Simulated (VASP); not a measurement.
CuO (Tenorite), 4 atoms in the cell. Symmetry: C2/c, No. 15, monoclinic system. The conventional cell has a = 4.684 Å, b = 3.423 Å, c = 5.129 Å, α = 90.00°, β = 99.54°, γ = 90.00°. Cu (site symmetry -1) has 4 O at 1.95 to 1.96 Å as nearest neighbours. O (site symmetry 2) is surrounded by 4 Cu at 1.95 to 1.96 Å. 

| Quantity | Value |
| --- | --- |
| Program | VASP 6.6.1 |
| Task | single point |
| Functional | r2SCAN |
| Potentials or basis | VASP PAW PBE potentials, release 64 (Cu, O) |
| Cutoff | 600 eV |
| k mesh | 14 × 14 × 8 |
| Occupations | methfessel-paxton, width 0.1 eV |
| Spin | collinear spin, ferromagnetic start |
| Starting moments | [1.0, 1.0, 0.0, 0.0] μB |
| Further INCAR settings | ALGO = Normal; EDIFF = 1e-07; NBANDS = 29; AMIX = 0.2; BMIX = 0.0001 |

Potentials or basis: VASP PAW PBE potentials, release 64 (Cu, O).

Launch:

```bash
$ cat potpaw_PBE.64/Cu/POTCAR potpaw_PBE.64/O/POTCAR > POTCAR
$ mpirun -np 2 vasp_std > vasp.out
```

Hardware: 2 MPI ranks on Intel(R) Xeon(R) Platinum 8175M CPU @ 2.50GHz (Skylake/Cascade Lake) (shared host).

Task: How long does it take, and how much memory?

Result: Wall time 39 min on 2 MPI ranks on Intel(R) Xeon(R) Platinum 8175M CPU @ 2.50GHz (Skylake/Cascade Lake), on a shared host, peak memory 0.84 GiB a rank. Counts: scf iterations 16, k points 429.
